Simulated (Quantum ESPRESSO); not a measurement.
The system is Ta.

```
CELL_PARAMETERS angstrom
-1.65128 1.65128 1.65128
1.65128 -1.65128 1.65128
1.65128 1.65128 -1.65128
ATOMIC_POSITIONS crystal
Ta 0.00000 0.00000 0.00000
```

Base run:

```yaml
Program: Quantum ESPRESSO 7.5
Functional: r2SCAN
Potentials_or_basis: SG15 PBE 1.2
Cutoff: 1020 eV
Density_cutoff: 4082 eV
k_mesh: 8 × 8 × 8
Occupations: fermi-dirac, width 0.05 eV
Spin: no spin polarisation
```

Its results: band gap on the k mesh none (metal or under the smearing width); pressure -11.4 GPa.

Task: The run is repeated on the same cell with these changes: functional from r2SCAN to SCAN. What comes out?

Result: Band gap on the k mesh none (metal or under the smearing width); pressure -13.0 GPa.

Caveats: the potentials were made for another functional, which shifts forces and pressure.

Not every run made on this cell is shown here.
